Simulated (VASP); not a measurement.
Level of theory: PBE GGA, VASP's PBE PAW potentials (set 64) (plane waves; VASP).

The input files of a VASP run:

**POSCAR**
```
Li2O
1
    0.0000000000     2.3100000000     2.3100000000
    2.3100000000     0.0000000000     2.3100000000
    2.3100000000     2.3100000000     0.0000000000
Li O
2 1
Direct
  0.2500000000   0.2500000000   0.2500000000
  0.7500000000   0.7500000000   0.7500000000
  0.0000000000   0.0000000000   0.0000000000
```

KPOINTS:
```
Regular mesh
0
gamma
  11 11 11
0 0 0
```

**INCAR**
```
# general
SYSTEM =Li2O
PREC   =Accurate
ENCUT  =520   # plane-wave cut-off (eV)
LREAL  =.FALSE.
LASPH  =.TRUE.
NBANDS =30

# electronic loop
EDIFF  =1E-7   # SCF stop (eV)
NELM   =100
ALGO   =Normal   # blocked Davidson

# smearing
ISMEAR =0   # Gaussian
SIGMA  =0.01   # width (eV)

# functional
GGA    =PE   # PBE

# output
LWAVE  =.FALSE.
LCHARG =.FALSE.
NEDOS  =1001   # DOS grid

# other
LOPTICS=.TRUE.
CSHIFT =0.1
```

POTCAR, in this order: Li_sv O (PBE.64 set). Program: vasp_std.

What VASP printed:

### OSZICAR
```
       N       E                     dE             d eps       ncg     rms          rms(c)
DAV:   1     0.647632754689E+02    0.64763E+02   -0.44819E+03  3368   0.432E+02
DAV:   2    -0.115462415436E+02   -0.76310E+02   -0.72128E+02  4306   0.137E+02
DAV:   3    -0.160096213460E+02   -0.44634E+01   -0.43393E+01  5180   0.262E+01
DAV:   4    -0.161246817721E+02   -0.11506E+00   -0.11502E+00  3970   0.429E+00
DAV:   5    -0.161250304668E+02   -0.34869E-03   -0.34869E-03  4240   0.219E-01    0.749E+00
DAV:   6    -0.143834660812E+02    0.17416E+01   -0.59720E+00  3854   0.660E+00    0.284E+00
DAV:   7    -0.143498694158E+02    0.33597E-01   -0.13910E-01  4242   0.129E+00    0.150E+00
DAV:   8    -0.143487851013E+02    0.10843E-02   -0.69601E-02  4452   0.113E+00    0.462E-01
DAV:   9    -0.143469704873E+02    0.18146E-02   -0.21455E-03  4106   0.210E-01    0.214E-01
DAV:  10    -0.143469586244E+02    0.11863E-04   -0.64890E-04  4046   0.120E-01    0.521E-02
DAV:  11    -0.143469317183E+02    0.26906E-04   -0.36516E-05  4232   0.333E-02    0.184E-02
DAV:  12    -0.143469355259E+02   -0.38076E-05   -0.60264E-06  4398   0.121E-02    0.522E-03
DAV:  13    -0.143469351424E+02    0.38353E-06   -0.23103E-06  4138   0.643E-03    0.201E-03
DAV:  14    -0.143469349201E+02    0.22231E-06   -0.56606E-08  3972   0.114E-03    0.622E-04
DAV:  15    -0.143469349911E+02   -0.71051E-07   -0.21868E-08  2540   0.708E-04
   1 F= -.14346935E+02 E0= -.14346935E+02  d E =-.286948E-42
 imaginary and real dielectric function
```

### OUTCAR
```
------------------------ aborting loop because EDIFF is reached ----------------------------------------
  FORCE on cell =-STRESS in cart. coord.  units (eV):
  Direction    XX          YY          ZZ          XY          YZ          ZX
  --------------------------------------------------------------------------------------
  Total        0.0491888      0.0491888      0.0491888     -0.0000000      0.0000000      0.0000000
  in kB        3.1967649      3.1967649      3.1967649     -0.0000000      0.0000000      0.0000000
  external PRESSURE =       3.1967649 kB  Pullay stress =       0.0000000 kB
  volume of cell :       24.65
      direct lattice vectors                 reciprocal lattice vectors
     0.000000000  2.310000000  2.310000000    -0.216450216  0.216450216  0.216450216
     2.310000000  0.000000000  2.310000000     0.216450216 -0.216450216  0.216450216
     2.310000000  2.310000000  0.000000000     0.216450216  0.216450216 -0.216450216
 POSITION                                       TOTAL-FORCE (eV/Angst)
 -----------------------------------------------------------------------------------
      1.15500      1.15500      1.15500         0.000000      0.000000      0.000000
      3.46500      3.46500      3.46500        -0.000000     -0.000000     -0.000000
      0.00000      0.00000      0.00000         0.000000      0.000000      0.000000
 -----------------------------------------------------------------------------------
    total drift:                               -0.000000      0.000000      0.000000
  FREE ENERGIE OF THE ION-ELECTRON SYSTEM (eV)
  ---------------------------------------------------
  free  energy   TOTEN  =       -14.3469349911 eV

  energy  without entropy=      -14.3469349911  energy(sigma->0) =      -14.34693499

 plasma frequency squared (from intraband transitions) (eV^2)
  --------------------------------------------------------------------------------------
       0.000       0.000       0.000
      -0.000       0.000       0.000
       0.000      -0.000       0.000

 plasma frequency squared (from interband transitions, int dw w eps(2)(w)) (eV^2)
  --------------------------------------------------------------------------------------
     466.111       0.000      -0.000      -0.000       0.000      -0.000
      -0.000       0.000     466.111       0.000       0.000      -0.000
       0.000       0.000       0.000       0.000     466.111       0.000
```
(Selected blocks of OUTCAR.)

**OUTCAR**
```
 val. band max:        1.3394689139   @ k =   0.0000   0.0000   0.0000

 cond. band min:       6.3790379213   @ k =   0.4545   0.4545   0.0000


 Fermi energy:         1.4325719555

 k-point     1 :       0.0000    0.0000    0.0000
  band No.  band energies     occupation
      1     -41.6552      2.00000
      2     -41.3250      2.00000
      3     -14.1083      2.00000
      4       1.3395      2.00000
      5       1.3395      2.00000
      6       1.3395      2.00000
      7       6.6133      0.00000
      8      13.2700      0.00000
      9      13.2700      0.00000
     10      13.2700      0.00000
     11      20.3305      0.00000
     12      20.3305      0.00000
     13      20.3305      0.00000
     14      22.6669      0.00000
     15      22.6669      0.00000
     16      28.9619      0.00000
     17      29.1333      0.00000
     18      29.1333      0.00000
     19      29.1333      0.00000
     20      33.0472      0.00000
     21      47.7144      0.00000
     22      47.7145      0.00000
     23      47.7145      0.00000
     24      49.9194      0.00000
     25      49.9194      0.00000
     26      51.3498      0.00000
     27      51.3498      0.00000
     28      51.3498      0.00000
     29      53.2490      0.00000
     30      53.2490      0.00000

 k-point     2 :       0.0909    0.0000    0.0000
  band No.  band energies     occupation
      1     -41.6474      2.00000
      2     -41.3308      2.00000
      3     -14.0923      2.00000
      4       1.0551      2.00000
      5       1.3002      2.00000
      6       1.3002      2.00000
      7       6.8428      0.00000
      8      13.2873      0.00000
      9      13.3923      0.00000
     10      13.3923      0.00000
     11      19.4207      0.00000
     12      19.4207      0.00000
     13      20.6079      0.00000
     14      23.9809      0.00000
     15      23.9809      0.00000
     16      28.0208      0.00000
     17      29.1560      0.00000
     18      29.1560      0.00000
...
```

The compound is Li2O in the antifluorite structure. The cell was not relaxed at this level.
